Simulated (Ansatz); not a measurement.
Molecular dynamics on a 1×1×1 supercell (3 atoms) of K₂S (antifluorite), relaxed with r2SCAN. Forces come from PBE in the PAW code Ansatz: a Nosé-Hoover thermostat at fixed volume, 600 K, steps of 1.5 fs. Spin polarisation is off, nuclei are classical, and the run is far too short for thermal averages.

```yaml
crystal:
  lattice:
    - [0.0, 3.7027568582, 3.7027568582]
    - [3.7027568582, 0.0, 3.7027568582]
    - [3.7027568582, 3.7027568582, 0.0]
  atoms:
    - { symbol: S, position: [0.0, 0.0, 0.0] }
    - { symbol: K, position: [0.25, 0.25, 0.25] }
    - { symbol: K, position: [0.75, 0.75, 0.75] }
kpoints:
  mp_grid: { grid: [4, 4, 4] }
hamiltonian:
  xc: pbe
scf:
  occupations: { method: fermi_dirac, width: 0.052 }
md:
  ensemble: nvt_nose_hoover
  temperature: 600
  timestep: 1.5
  n_steps: 30
  initial_velocities: maxwell_boltzmann
  seed: 7667
```

Run as `ansatz run input.yaml --threads 4 --pin off --max-ram 3686MiB --backend cpu --events-out ev --progress --plain --runs-dir out`. Wall time 24 s on 4 threads of Arm Neoverse V1, on a shared host; peak host memory 0.44 GiB.

```
step  t (fs)  T (K)  free energy F from step 0 (meV/atom)  kinetic energy (meV/atom)  largest force (eV/Å)
   0       0    600                                   0.0                       51.7                  0.00
   1     1.5    599                                   0.1                       51.6                  0.02
   2       3    596                                   0.3                       51.4                  0.04
   3     4.5    592                                   0.7                       51.0                  0.06
   4       6    586                                   1.2                       50.5                  0.08
   5     7.5    578                                   1.9                       49.8                  0.11
   6       9    568                                   2.8                       49.0                  0.13
   7    10.5    557                                   3.7                       48.0                  0.15
   8      12    544                                   4.8                       46.9                  0.17
   9    13.5    531                                   6.0                       45.7                  0.19
  10      15    515                                   7.3                       44.4                  0.21
  11    16.5    499                                   8.7                       43.0                  0.23
  12      18    482                                  10.3                       41.5                  0.25
  13    19.5    463                                  11.8                       39.9                  0.27
  14      21    444                                  13.5                       38.3                  0.29
  15    22.5    424                                  15.2                       36.6                  0.31
  16      24    404                                  17.0                       34.8                  0.33
  17    25.5    383                                  18.9                       33.0                  0.35
  18      27    362                                  20.7                       31.2                  0.37
  19    28.5    341                                  22.6                       29.4                  0.38
  20      30    320                                  24.5                       27.5                  0.40
  21    31.5    298                                  26.3                       25.7                  0.42
  22      33    277                                  28.2                       23.9                  0.43
  23    34.5    257                                  30.0                       22.1                  0.45
  24      36    237                                  31.8                       20.4                  0.46
  25    37.5    217                                  33.6                       18.7                  0.48
  26      39    198                                  35.2                       17.1                  0.49
  27    40.5    180                                  36.9                       15.5                  0.50
  28      42    163                                  38.4                       14.0                  0.51
  29    43.5    146                                  39.9                       12.6                  0.52
  30      45    131                                  41.2                       11.3                  0.53
```

The temperature goes from 600 K to 131 K in 45 fs. The thermostat hasn't had time to restore it. The atoms start on their lattice sites with kinetic energy alone, so much of it first passes into potential energy. By the last step the atoms have moved 0.19 Å in the root mean square, the drift of the whole cell taken out, 0.21 Å at most.

Positions (Å) and forces (eV/Å) at step 30:
```
S    0.126  -0.046   0.064    -0.358   0.238  -0.034
K    1.834   2.046   1.895     0.133  -0.489  -0.162
K    5.468   5.397   5.458     0.224   0.251   0.196
```
